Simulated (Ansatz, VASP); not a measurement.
# HC2F (H-CC-F chair, 2 layers, AA): VASP beside Ansatz

Wanted: the spread between two codes on one cell, functional and k mesh. The structure shown is the start of the Ansatz relaxation below; VASP solves that cell, so the two are compared at the walk's first step.

Main program and level: Ansatz 0.2.0; plane waves, with VASP 6.6.1 beside it; single point at PBE with D4.

### 1. Set-up

The cell holds 8 atoms: 2 F, 4 C and 2 H. Cell: a = 2.508 Å, b = 2.508 Å, c = 47.613 Å, α = 90.0°, β = 90.0°, γ = 120.0°. Vacuum lies along c.

### 2. Ansatz: relaxation, PBE with D4

Ansatz runs on its default PAW (the set named soft_2) files.

The two programs are compared at the cell with which this relaxation starts, whose forces are those of its first step.

input.yaml reads:

```yaml
crystal:
  lattice:
    - [2.508, 0.0, 0.0]
    - [-1.254, 2.1719917127, 0.0]
    - [0.0, 0.0, 47.6133333323]
  atoms:
    - { symbol: F, position: [0.6666666667, 0.3333333333, 0.412699524] }
    - { symbol: C, position: [0.6666666667, 0.3333333333, 0.440632876] }
    - { symbol: C, position: [0.3333333333, 0.6666666667, 0.4512741529] }
    - { symbol: H, position: [0.3333333333, 0.6666666667, 0.4737468496] }
    - { symbol: F, position: [0.6666666667, 0.3333333333, 0.5262531504] }
    - { symbol: C, position: [0.6666666667, 0.3333333333, 0.5541865024] }
    - { symbol: C, position: [0.3333333333, 0.6666666667, 0.5648277793] }
    - { symbol: H, position: [0.3333333333, 0.6666666667, 0.587300476] }
  periodic: [true, true, false]
kpoints:
  mp_grid: { grid: [13, 13, 1] }
hamiltonian:
  xc: pbe
  dispersion: d4
scf:
  occupations: { method: fermi_dirac, width: 0.05 }
  convergence: { dr2_threshold: 1.0e-09 }
relax:
  f_tol: 0.015
  max_steps: 90
  cell: {}
output:
  write_potential: true
  write_density: true
  volumetric_format: npy
```

Launch:

```sh
$ ansatz run input.yaml --threads 2 --pin off --max-ram 3072MiB --backend cpu --events-out ev --progress --plain --runs-dir out
```

Numbers of over 12 decimals in the logs are rounded to 6 here.

Output:

```text
Warning: relax.cell: scf.convergence.dr2_threshold = 1e-9 eV is looser than the 2.38536688879e-10 eV advised for a relaxation that steers and ends on the stress (1e-10 eV for each atom of the cell: 8, times the square of relax.cell.stress_2d_tol = 0.05 N/m over 18.3 Å (the atoms' height at the walk's start and 5 Å past either face), 2.730e-2 GPa, over a crystal's default 0.05). What an SCF threshold leaves in a stress goes as its square root, and in the free energy as the threshold itself, and one threshold admits the most on a small cell: [figures from the program's tests cut] Set scf.convergence.dr2_threshold to 2.38536688879e-10 eV or tighter. [rest of the remark cut]
Engine: ansatz 0.2.0, x86_64-unknown-linux-gnu
Pseudopotentials: kind: paw
Pseudopotential: F, paw, valence charge 7, recommended cutoff 420 eV (normal), F.paw.azcp
Pseudopotential: C, paw, valence charge 4, recommended cutoff 420 eV (normal), C.paw.azcp
Pseudopotential: H, paw, valence charge 1, recommended cutoff 420 eV (normal), H.paw.azcp
Functional definition: PBE
  parameter kappa = 0.804
  parameter beta = 0.066725
  exchange = pbe_x(kappa = kappa, mu = beta*pi^2/3)
  correlation = pbe_c(beta = beta)
Crystal: 8 atoms, lattice volume = 259.367 Å³
Basis set: ecut = 420 eV, 5061 PW (Γ), exchange–correlation on 36×36×640 points (8 copies of the dense FFT grid, shifted against one another)
Bands: 24, of which v1, the nominal top of the filled ones, is band 16 counted from 1 (15 counted from 0)
Symmetry: 6 space group operations
Space group: P3m1 (ITA 156), of the structure as read, at distance tolerance 6.4e-5 Å
k-points: 21 of 169 (time reversal used)
Non-local potential: F, projectors of the file, l = 0: 2, l = 1: 2, l = 2: 1
Non-local potential: C, projectors of the file, l = 0: 2, l = 1: 2, l = 2: 1
Non-local potential: H, projectors of the file, l = 0: 2, l = 1: 1
PAW form: soft (Blöchl's): semilocal exchange-correlation on the pseudo side does not see the compensation charge
PAW one-centre angular grid: F, 110 points (default); XC on 64 Gauss nodes
PAW one-centre angular grid: C, 110 points (default); XC on 64 Gauss nodes
PAW one-centre angular grid: H, 110 points (default); XC on 64 Gauss nodes
Initial density: superposition of atomic densities (neutral atoms: chi_scale 0, normalization atom), corrected by the library's trained network
Initial wavefunctions: pseudopotential atomic-orbital guess
Functional: x = pbe(κ = 0.804, μ = 0.219515), c = pbe(β = 0.066725)
SCF iter   1: F=—  HF=-2650.968537 eV  |F-HF|=—  |Δ(HF+E_count)|=         —  Δρ=4.13e-3  dr2=3.89e-1  ethr=1.77e-3  ⟨swp⟩=14.5  Hψ=4453  notcnv=0  defer=18
preconditioner: auto → Resta (q_TF=auto, 1.925 Å⁻¹)  ε∞=1.6  [insulator: Δε(μ)=2.040 eV  Ē_g=17.282 eV  σ=0.050 eV  W_gap=1.00  n_scr=28 (ndim 8)  ℏωp=13.0 eV  f_vac=0.768  D(μ)=0.00/eV (n_scr^D=0)  ε∞_Penn≈1.6  vacuum switching on, ρ_ref=2.2e-2 e/Å³]
SCF iter   2: F=—  HF=-2651.144764 eV  |F-HF|=—  |Δ(HF+E_count)|=   1.76e-1  Δρ=1.22e-2  dr2=1.22e1  ethr=1.22e-3  ⟨swp⟩=4.2  Hψ=1084  notcnv=0  defer=61  recentre
preconditioner: auto → LDOS  [metal: Δε(μ)=0.071 eV  Ē_g=14.371 eV  σ=0.050 eV  W_gap=0.32  n_scr=28 (ndim 8)  ℏωp=12.6 eV  f_vac=0.770  D(μ)=0.96/eV (n_scr^D=12)  β→1.0]
SCF iter   3: F=—  HF=-2650.946957 eV  |F-HF|=—  |Δ(HF+E_count)|=   1.98e-1  Δρ=3.07e-3  dr2=2.98e-1  ethr=1.22e-3  ⟨swp⟩=4.0  Hψ=1110  notcnv=0  defer=41
SCF iter   4: F=—  HF=-2650.913062 eV  |F-HF|=—  |Δ(HF+E_count)|=   3.39e-2  Δρ=2.44e-3  dr2=2.06e-1  ethr=9.32e-4  ⟨swp⟩=2.5  Hψ=783  notcnv=0  defer=48
SCF iter   5: F=—  HF=-2650.878871 eV  |F-HF|=—  |Δ(HF+E_count)|=   3.42e-2  Δρ=1.08e-3  dr2=8.19e-2  ethr=6.44e-4  ⟨swp⟩=4.1  Hψ=721  notcnv=0  defer=52
SCF iter   6: F=—  HF=-2650.877586 eV  |F-HF|=—  |Δ(HF+E_count)|=   1.29e-3  Δρ=1.10e-3  dr2=1.35e-1  ethr=2.56e-4  ⟨swp⟩=4.3  Hψ=1002  notcnv=0  defer=54
SCF iter   7: F=—  HF=-2650.874441 eV  |F-HF|=—  |Δ(HF+E_count)|=   3.14e-3  Δρ=2.36e-4  dr2=1.72e-3  ethr=2.56e-4  ⟨swp⟩=2.4  Hψ=581  notcnv=0  defer=52
SCF iter   8: F=—  HF=-2650.874284 eV  |F-HF|=—  |Δ(HF+E_count)|=   1.58e-4  Δρ=8.55e-5  dr2=3.33e-5  ethr=5.38e-6  ⟨swp⟩=3.1  Hψ=835  notcnv=0  defer=52
SCF iter   9: F=—  HF=-2650.874383 eV  |F-HF|=—  |Δ(HF+E_count)|=   9.98e-5  Δρ=9.55e-5  dr2=7.35e-4  ethr=1.04e-7  ⟨swp⟩=3.3  Hψ=1097  notcnv=0  defer=52
[...]
SCF 9 converged in 7 iterations: F = -2651.088202 eV  dr2 = 5.93e-10
relax step   9: F+E_penalty+E_count = -2651.08820181 eV  Δ(F+E_penalty+E_count) = +6.365e-5 eV  max|allowed force component| = 2.217e-4 eV/Å  Δτ_max = 0.0002 Å  P = +0.001 N/m  Ω = 270.535 Å³  energy of the carried Pulay correction = -8.572e-4 eV  fix = [c, alpha, beta]  reactions: c +0.000 N/m  (7 SCF iters, accepted)
iter 1 solved again at ethr=1.05e-6 eV; its pass at ethr=3.10e-3 eV (dr2=3.35e-4 eV) is discarded
[...]
preconditioner: auto → LDOS  [insulator: Δε(μ)=0.143 eV  Ē_g=14.778 eV  σ=0.050 eV  W_gap=0.60  n_scr=28 (ndim 8)  ℏωp=12.4 eV  f_vac=0.772  D(μ)=0.53/eV (n_scr^D=8)  ε∞_Penn≈1.7  β→1.0]
SCF iter   2: F=—  HF=-2651.089157 eV  |F-HF|=—  |Δ(HF+E_count)|=   5.29e-4  Δρ=1.49e-5  dr2=3.12e-5  ethr=1.05e-7  ⟨swp⟩=3.1  Hψ=833  notcnv=0
SCF iter   3: F=—  HF=-2651.089130 eV  |F-HF|=—  |Δ(HF+E_count)|=   2.68e-5  Δρ=6.80e-6  dr2=6.12e-6  ethr=9.76e-8  ⟨swp⟩=1.3  Hψ=518  notcnv=0
SCF iter   4: F=—  HF=-2651.089152 eV  |F-HF|=—  |Δ(HF+E_count)|=   2.20e-5  Δρ=1.81e-6  dr2=2.68e-7  ethr=1.91e-8  ⟨swp⟩=1.7  Hψ=564  notcnv=0
SCF iter   5: F=—  HF=-2651.089129 eV  |F-HF|=—  |Δ(HF+E_count)|=   2.24e-5  Δρ=1.70e-6  dr2=2.97e-7  ethr=8.38e-10  ⟨swp⟩=2.1  Hψ=709  notcnv=0
SCF iter   6: F=—  HF=-2651.089133 eV  |F-HF|=—  |Δ(HF+E_count)|=   3.65e-6  Δρ=3.07e-6  dr2=5.71e-7  ethr=8.38e-10  ⟨swp⟩=1.7  Hψ=576  notcnv=0
SCF iter   7: F=—  HF=-2651.089132 eV  |F-HF|=—  |Δ(HF+E_count)|=   6.67e-7  Δρ=1.20e-6  dr2=1.65e-7  ethr=8.38e-10  ⟨swp⟩=1.2  Hψ=505  notcnv=0
SCF iter   8: F=—  HF=-2651.089133 eV  |F-HF|=—  |Δ(HF+E_count)|=   3.58e-7  Δρ=6.90e-7  dr2=2.83e-8  ethr=5.16e-10  ⟨swp⟩=1.2  Hψ=521  notcnv=0
SCF iter   9: F=—  HF=-2651.089133 eV  |F-HF|=—  |Δ(HF+E_count)|=   5.68e-7  Δρ=6.01e-7  dr2=6.35e-8  ethr=8.83e-11  ⟨swp⟩=1.5  Hψ=565  notcnv=0
SCF iter  10: F=—  HF=-2651.089133 eV  |F-HF|=—  |Δ(HF+E_count)|=   7.24e-9  Δρ=4.12e-7  dr2=1.67e-9  ethr=8.83e-11  ⟨swp⟩=1.3  Hψ=509  notcnv=0
SCF iter  11: F=-2651.089133 eV  HF=-2651.089133 eV  |F-HF|=2.30e-9  |Δ(HF+E_count)|=   6.97e-8  Δρ=8.79e-8  dr2=5.30e-11  ethr=3.13e-12  ⟨swp⟩=16.3  Hψ=4219  notcnv=0
SCF 10 converged in 11 iterations: F = -2651.089133 eV  dr2 = 5.30e-11
relax step  10: F+E_penalty+E_count = -2651.08913338 eV  Δ(F+E_penalty+E_count) = -9.316e-4 eV  max|allowed force component| = 4.908e-4 eV/Å  Δτ_max = 0.0000 Å  P = +0.017 N/m  Ω = 270.535 Å³  fix = [c, alpha, beta]  reactions: c +0.000 N/m  stress off target by 1.73e-2 N/m on what of the cell is left free  SCF on the basis re-selected at this cell (its energy is not comparable with the rows above)  (11 SCF iters)
basis re-selected at this cell: Δ(F+E_penalty+E_count) = -9.316e-4 eV, ΔP = +0.016 N/m vs the last step (what re-selecting the basis moved, of the pressure what is left beyond the Pulay correction that the steps carried, after the strain that the cell walked since its last selection, with what the two solves' SCF thresholds leave and, on support functions, any second-order correction that the steps lacked; it is no m [...]
WARN: The output density's exchange-correlation potential varies sharply where the density is thin. Do not read a vacuum level from v_tot or v_xc, or from such a field of the output density. On a cell that repeats whose density bears no net charge and no dipole along the vacuum's axis use v_es (v_loc + v_h of the components); under efield.dipole_correction with no amplitude use v_es + v_field, which holds any externa [...]
SCF converged after 11 iterations
Free energy (F): -2651.089133 eV
Harris-Foulkes:  -2651.089133 eV  (|F-HF|=2.30e-9)
Internal energy: -2651.084991 eV  (E = F + TS)
E sigma→0 (E₀):  -2651.087062 eV
Entropy (-TS):   -0.004142 eV (-0.518 meV/atom)
Fermi energy:    -5.089342 eV
--- Per-component energies (eV) ---
  E_band       = -490.738352
  E_kinetic    = 803.290374
  E_local      = -142980.950727  (includes V_loc(G=0)·N_el)
  E_nonlocal   = 256.555938
  E_hartree    = 71027.654276
  E_xc         = -369.319328
  E_vxc        = -465.489043  (∫ρ·V_xc dr)
  E_paw        = -798.492849  (= ΣΔE_a)
  E_vpaw       = -159.453671  (= ΣTr[D̂ρ^β])
  E_aug_tail   = 0.001410  (compensation charges beyond the density's cutoff)
  E_ewald      = 69410.865589
  E_disp       = -0.689674  (pairwise vdW)
  E_smearing   = -0.004142  (= −TS)
  E_closure    = 0.000000  (closes the sum)
  Σ components = -2651.089133   (vs F -2651.089133, Δ=0.00e0)
--- Forces (eV/Å), atoms counted from 1 ---
  atom   1  F     -0.00000000    -0.00000000    -0.00000768
  atom   2  C      0.00000000     0.00000000    -0.00020025
  atom   3  C      0.00000000    -0.00000000     0.00049070
  atom   4  H      0.00000000     0.00000000    -0.00024808
  atom   5  F     -0.00000000    -0.00000000    -0.00005681
  atom   6  C     -0.00000000     0.00000000    -0.00013578
  atom   7  C      0.00000000    -0.00000000     0.00011932
  atom   8  H      0.00000000     0.00000000     0.00003812
  max |Σ_I F_I| component: 4.62e-7 eV/Å
--- 2D stress c σ (N/m, compression-positive) ---
        0.017328       0.000000      -0.000000
        0.000000       0.017328      -0.000000
       -0.000000      -0.000000       0.000000
  P = ½ c Tr σ = 0.0173 N/m
--- Band table (eV; the first three rows and the last of 21) ---
  k-point 0: bands = [... 12 lower, -8.1330, -8.1330, -5.2179, -5.0093, -5.0093, -3.6400, -3.0217, -2.3223, ... 4 higher]
  k-point 1: bands = [... 12 lower, -8.4153, -8.2480, -5.4678, -5.1827, -5.0362, -3.4510, -2.8320, -2.1265, ... 4 higher]
  k-point 2: bands = [... 12 lower, -8.8532, -8.5685, -6.4151, -5.5696, -4.5315, -2.9101, -2.2918, -1.6283, ... 4 higher]
  k-point 20: bands = [... 12 lower, -10.8680, -10.7014, -8.3918, -7.4963, -0.4306, 0.6439, 1.8980, 2.9811, ... 4 higher]
  the weakly bound empty levels are not read free of the cell's end (no_gap_told)
--- Relaxed structure (8 steps of the walk, 8 accepted, 2 SCFs on fresh bases) ---
  F+E_penalty+E_count = -2651.08913338 eV   max|allowed force component| = 4.908e-4 eV/Å   (the final SCF, on the basis selected at the relaxed cell)
  cell:  # Å, volume = 270.5351 Å³
    - [2.561428, 0, 0]
    - [-1.280714, 2.218262, 0]
    - [0, 0, 47.6133333323]
  atoms:
    - { symbol: F, position: [0.666667, 0.333333, 0.413482] }
    - { symbol: C, position: [0.666667, 0.333333, 0.442330] }
    - { symbol: C, position: [0.333333, 0.666667, 0.452419] }
    - { symbol: H, position: [0.333333, 0.666667, 0.475549] }
    - { symbol: F, position: [0.666667, 0.333333, 0.524244] }
    - { symbol: C, position: [0.666667, 0.333333, 0.553287] }
    - { symbol: C, position: [0.333333, 0.666667, 0.563192] }
    - { symbol: H, position: [0.333333, 0.666667, 0.586417] }
```

Reading the cycles: dr2 is the Hartree energy of the density residual (eV), the measure of convergence; HF is the Harris–Foulkes estimate of the energy, which meets the free energy F at convergence.

(Part 1 of 2 ends here.)

[Lines on the potential files, build, host, timing and source positions are cut from VASP's logs without a mark.]

[Logs are printed without paths, hosts, clocks, repeated set-up lines and the standing remarks that a program may print on its own settings, such as how far it seeks lower states.]

[Hosts, paths, dates, database ids (printed as entryN), source tags and the programs' standing remarks are cut or masked in the printed files.]
